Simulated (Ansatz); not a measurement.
**Energy ranking of Si4Mo3 structures**

These are results of Ansatz 0.2.0, DFT PBE, scalar-relativistic, plane waves, PAW, not measurements. All cells share a 420 eV cutoff and Γ-centred k meshes spaced at most about 0.3 Å⁻¹ (about 0.25 or finer for metals, 2π included). No spin polarisation.

Formation energies are uncorrected and refer to the elements' standard structures at the same level.

Temperature and zero-point effects are left out. Only the structures computed here compete, so a lower one can exist.

Invented guesses were relaxed alike, and ends that match in structure were merged. ΔE counts from the first row. Coordination counts Si atoms around Mo (those within 1.25 times the shortest such distance or 1.15 times the sum of covalent radii; a plus sign parts nearer from farther groups; a slash parts the counts of unlike sites). The ends were matched against large subsets of the Crystallography Open Database and the Materials Project, so a missing match doesn't prove that a structure is unreported.

```csv
#,reached from,type and space group,atoms,Å³/atom,coordination,ΔE (meV/atom),gap on mesh (eV),in databases
1,a cell proposed by chemical analogy,I4/mmm (No. 139),7,13.9,Mo 5+1/10,0,0.00,no match
2,a cell proposed by chemical analogy,I-43d (No. 220),14,14.7,Mo 8,466,0.00,no match
3,random cell,P6/mmm (No. 191),7,15.2,Mo 8,527,0.00,no match
```

The lowest: Space group I4/mmm (No. 139), tetragonal, a = 3.198 Å, c = 19.031 Å. Around Si on its first site lie 5 Mo at 2.60–2.61 Å, 5 Si at 2.62–2.65 Å and 4 Si at 3.20 Å; Si on its second site is surrounded by 5 Mo at 2.57–2.69 Å, 4 Si at 2.65 Å, 1 Mo at 2.91 Å and 4 Si at 3.20 Å; Mo on a site of symmetry 4/mmm is surrounded by 10 Si at 2.61–2.69 Å and 4 Mo at 3.20 Å; around Mo on a site of symmetry 4mm lie 5 Si at 2.57–2.60 Å, 4 Mo at 2.82 Å, 1 Si at 2.91 Å and 4 Mo at 3.20 Å. Its energy over the elements is −0.44 eV/atom. A negative formation energy is needed for stability but isn't enough: competing phases decide. An observed structure of this formula, if there is one, may be missing.

Space group I4/mmm (No. 139). a = 3.198 Å, b = 3.198 Å, c = 19.031 Å, α = 90.00°, β = 90.00°, γ = 90.00°
| atom | site | symmetry | x | y | z |
| --- | --- | --- | --- | --- | --- |
| Si | 4e | 4mm | 0.0000 | 0.0000 | 0.4311 |
| Si | 4e | 4mm | 0.5000 | 0.5000 | 0.3587 |
| Mo | 2a | 4/mmm | 0.0000 | 0.0000 | 0.0000 |
| Mo | 4e | 4mm | 0.0000 | 0.0000 | 0.2942 |

The second: Space group I-43d (No. 220), cubic, a = 7.444 Å. Around Si lie 6 Mo at 2.57–2.58 Å and 3 Si at 2.78 Å; Mo has 8 Si at 2.57–2.58 Å. Counting Si atoms around Mo, the first has Mo 5+1/10 and the second has Mo 8. Cells relaxed within their symmetry can be saddle points. Some candidate types were left out of the draw beforehand, so a known form may be missing.
